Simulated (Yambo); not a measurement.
## GaP: changing the choice of potentials or basis

Symmetry: F-43m, No. 216, cubic system. Conventional cell: a = 5.451 Å, b = 5.451 Å, c = 5.451 Å, α = 90.00°, β = 90.00°, γ = 90.00°. Ga (site symmetry -43m) has 4 P at 2.36 Å as nearest neighbours. P (site symmetry -43m) is surrounded by 4 Ga at 2.36 Å.

Kept alike: task optical spectrum; functional PBE; k mesh 4 × 4 × 4; occupations fixed; no spin polarisation. Program: Yambo. Cutoffs run from 952 to 1551 eV. The mesh is that of the run's cell of 2 atoms. No spin-orbit coupling.

| choice of potentials or basis | band gap (eV) |
| --- | --- |
| Ansatz NC SR PBE | 1.657 |
| PseudoDojo 0.4 SR PBE stringent | 1.657 |
| PseudoDojo 0.4.1 SR PBE standard | 1.656 |
| PseudoDojo 0.5 SR PBE standard | 1.656 |
| SG15 PBE 1.2 | 1.659 |
| SPMS 1.0 PBE | 1.656 |

A gap read on the mesh alone can miss an edge between its points.

The band gap runs from 1.656 (PseudoDojo 0.4.1 SR PBE standard; PseudoDojo 0.5 SR PBE standard; SPMS 1.0 PBE) to 1.659 eV (SG15 PBE 1.2). Measured: 2.34 eV at 10 K (arxiv:1810.01194). Semilocal gaps run low as a rule. The gap moves here only through the cell or the potentials.
